## The row that expands

Dispersion is an attraction, yet one method that includes it, optPBE-vdW, gives HgTe a larger cell than plain PBE. The excess is 0.56 Å³ per atom, or 1.5 percent of the PBE volume. A second break is quieter: PBE-D3(BJ) has about a fifth more dispersion energy than PBE-D3 and still ends at the same volume. Both breaks have the same root. The size of a crystal depends on how the whole energy changes with volume, not on the depth of one attractive part.

Static-lattice volumes of cubic HgTe (F-43m, 2-atom cell), calculated in VASP with GGA and van der Waals density functionals. Cell and atoms are relaxed with each method, using a 7×7×7 k mesh and Fermi-Dirac smearing of 0.05 eV, without spin polarisation or spin-orbit coupling. The basis column gives the plane-wave cutoff.

| method | potentials | basis | equilibrium volume (Å³/atom) |
| --- | --- | --- | --- |
| PBE | VASP PAW PBE potentials, minimal, release 54 | 580 eV | 36.83 |
| PBE-D3 | VASP PAW PBE potentials, recommended | 600 eV | 35.15 |
| PBE-D3(BJ) | VASP PAW PBE potentials, recommended | 600 eV | 35.14 |
| PBE-D4 | VASP PAW PBE potentials, recommended | 600 eV | 35.09 |
| PBE-MBD | VASP PAW PBE potentials, recommended | 600 eV | 35.85 |
| PBE-rVV10 | VASP PAW PBE potentials, recommended | 600 eV | 35.97 |
| PBEsol-D3 | VASP PAW PBE potentials, recommended | 600 eV | 33.45 |
| optB86b-vdW | VASP PAW PBE potentials, recommended | 600 eV | 35.71 |
| optB88-vdW | VASP PAW PBE potentials, recommended | 600 eV | 36.54 |
| optPBE-vdW | VASP PAW PBE potentials, recommended | 600 eV | 37.39 |
| rev-vdW-DF2 | VASP PAW PBE potentials, recommended | 600 eV | 35.87 |
| vdW-DF-cx | VASP PAW PBE potentials, recommended | 600 eV | 35.06 |

## Where the simple rule holds

The rule "dispersion shrinks the crystal" works wherever dispersion is added to an unchanged PBE functional. This is the case in five rows: D3, D3(BJ), D4, MBD and rVV10 (run here in its rVV10L parametrisation). All five contract, by 0.86 to 1.74 Å³ per atom. The PBE row carries another potential label and a slightly lower cutoff, but every row uses the plain Hg and Te potentials with the same number of valence electrons, so contractions of this size aren't expected from that difference. Every row of the table describes the same kind of electronic state, a zero-gap solid with the same order of levels at the zone centre, so no jump between states disturbs the comparison.

At equilibrium two slopes balance. The dispersion energy falls as the atoms approach, which pulls the crystal inwards. The PBE energy rises once the cell is smaller than PBE prefers, which pushes outwards. The contraction is therefore set by the inward pull and by the stiffness of the bonds that resist it.

## First break: more energy, same volume

PBE-D3 and PBE-D3(BJ) differ in volume by 0.01 Å³ per atom, which is too little to rank them, given the rounding of the table and the small stress left in the relaxed cells. Both rest on the same PBE energy curve, so at the same volume they meet the same outward push. Their inward pulls must then be equal too. The additional 0.055 eV per atom of dispersion energy in D3(BJ) adds practically no pull.

The simplest model of dispersion predicts otherwise. Each pair of atoms contributes an energy proportional to $-1/r^6$, where $r$ is their distance. When the crystal is scaled evenly, $r$ grows as $V^{1/3}$, with $V$ the volume per atom. The dispersion energy $E$ per atom then varies as $V^{-2}$, and the inward pull is

$$P = \frac{dE}{dV} = \frac{2|E|}{V}.$$

For PBE-D3, $|E|$ is 0.288 eV and $V$ is 35.15 Å³. This gives $2 \times 0.288/35.15 = 0.0164$ eV/Å³, or about 2.6 GPa. In this model the pull grows with the energy, so D3(BJ) should pull harder, with about 3.1 GPa.

The pull actually at work can be read from the PBE energy. Compressing the crystal from the PBE volume to the PBE-D3 volume costs 9.1 meV per atom over a contraction of 1.68 Å³, provided that the two potential labels stand for the same potentials. If the energy curve is taken as a parabola, its slope at the compressed end is twice the cost divided by the contraction. This gives $2 \times 0.0091/1.68 = 0.0108$ eV/Å³, or about 1.7 GPa. The real curve stiffens somewhat under compression, so this value is slightly low.

The simple model thus overstates the pull by roughly half for D3 and by more for D3(BJ). For MBD it is too large by about a factor of two, although the energy cost there is only 3 meV per atom and the comparison is correspondingly rough. The printed analysis sets the two pulls side by side for the four PBE-based methods with a separate dispersion energy.

Damping is the likely cause, since D3 and D3(BJ) use the same pair coefficients and differ mainly in how they damp them. The $1/r^6$ law holds for well-separated atoms, while neighbouring Hg and Te share electrons in a bond. Every correction therefore weakens the law at short range, each in its own way. The damping in D3 nearly switches off the closest pairs, whereas that in D3(BJ) lets their energy level off at a finite value. A levelled-off energy deepens the total but has little slope, which is how D3(BJ) can bind more strongly without shrinking the crystal further.

## Second break: dispersion with a larger cell

optPBE-vdW is not PBE with something added. Methods of this family replace PBE's exchange, and they replace its gradient-dependent correlation by a non-local term that contains dispersion. The step from PBE to optPBE-vdW therefore changes the outward push as well as the inward pull.

The table shows how strong the exchange part is. optPBE-vdW, optB88-vdW, optB86b-vdW and vdW-DF-cx use the same non-local correlation and differ in exchange. Their volumes run from 37.39 down to 35.06 Å³ per atom, a spread of 2.33 Å³. That is 1.4 times the whole contraction caused by adding D3 to PBE, and easily enough to turn a contraction into an expansion.

The direction follows from how exchange responds to an uneven density. When a crystal expands, the density between the atoms thins out and its gradient grows relative to the density to the power 4/3, which is the measure that these exchange functionals use. An exchange functional that rewards such gradients strongly lowers the energy of the expanded crystal and so favours a larger cell. At the moderate gradients typical of bonded solids, the exchange in optPBE-vdW responds more strongly than that in vdW-DF-cx, and the volumes follow. This ranking holds among methods that share their correlation. Against PBE the correlation changes too, so the expansion of 0.56 Å³ can't be credited to exchange alone.

The smallest cell fits the same reasoning. PBEsol-D3 has 16 percent less dispersion energy than PBE-D3, yet its volume is 1.70 Å³ per atom smaller. PBEsol was built with a weaker gradient dependence of exchange and is known to give smaller solids than PBE. That makes the base functional the likely cause, though the D3 damping also differs between the two rows and its share is untested.

## What this means for a film

HgTe is grown in layered structures with CdTe for infrared detectors, where the lattice mismatch is only a few tenths of a percent (a rough, recalled figure). Relative to PBE, the cell edges in the table range from 0.5 percent longer to 3.2 percent shorter. The choice of method thus moves the lattice by far more than the mismatch that strains the film. To calculate a strain, both layers should therefore be relaxed with the same method, and even then their errors may cancel only in part.

The measured volume is roughly 34 Å³ per atom, again a recalled figure, and PBEsol-D3 comes closest. This alone doesn't make it the best description of the bonding, because spin-orbit coupling and thermal expansion are left out of every row.

## The same methods in a layered crystal

In graphite the balance between the layers is different. Plain PBE hardly binds them, so its energy curve is nearly flat at wide layer spacings and dispersion supplies most of the attraction. A pull that shortens the stiff bonds of HgTe by only a percent or two can there change the layer spacing by far more.

Two questions therefore help with a neighbouring material. How stiff are the bonds that resist the pull? And does the method add dispersion to a fixed functional, or does it change the exchange as well? In the first case a contraction is the safe guess; in the second, the exchange can decide the sign.

The analysis program printed:

```
Change against the PBE row:
          row  volume change in A^3 per atom  volume change in percent  edge change in percent
          PBE                              0                         0                       0
       PBE-D3                          -1.68                    -4.561                  -1.544
   PBE-D3(BJ)                          -1.69                    -4.589                  -1.554
       PBE-D4                          -1.74                    -4.724                    -1.6
      PBE-MBD                          -0.98                    -2.661                 -0.8949
    PBE-rVV10                          -0.86                    -2.335                 -0.7845
    PBEsol-D3                          -3.38                    -9.177                  -3.158
  optB86b-vdW                          -1.12                    -3.041                  -1.024
   optB88-vdW                          -0.29                   -0.7874                 -0.2632
   optPBE-vdW                           0.56                      1.52                  0.5043
  rev-vdW-DF2                          -0.96                    -2.607                 -0.8765
    vdW-DF-cx                          -1.77                    -4.806                  -1.628
Number of rows with a volume below PBE: 10
Exchange alone, optPBE-vdW less vdW-DF-cx, A^3 per atom: 2.33
That spread divided by the contraction from PBE to PBE-D3: 1.387
PBEsol-D3 less PBE-D3, volume, A^3 per atom: -1.7
Dispersion energy of PBEsol-D3 against PBE-D3, change in percent: -16.12
Extra dispersion energy of D3(BJ) over D3, eV per atom: 0.05539
The same extra energy in percent of D3: 19.21
PBE energy cost of compression in PBE-D3, meV per atom: 9.1
PBE energy cost of compression in PBE-D3(BJ), meV per atom: 9.173
PBE energy cost of compression in PBE-MBD, meV per atom: 2.86
Inferred pull in PBE-D3, GPa: 1.736
Inferred pull in PBE-D3(BJ), GPa: 1.739
Inferred pull in PBE-D4, GPa: 1.805
Inferred pull in PBE-MBD, GPa: 0.935
Undamped r^-6 pull for PBE-D3, GPa: 2.628
Undamped r^-6 pull for PBE-D3(BJ), GPa: 3.134
Undamped r^-6 pull for PBE-D4, GPa: 3.347
Undamped r^-6 pull for PBE-MBD, GPa: 1.94
```
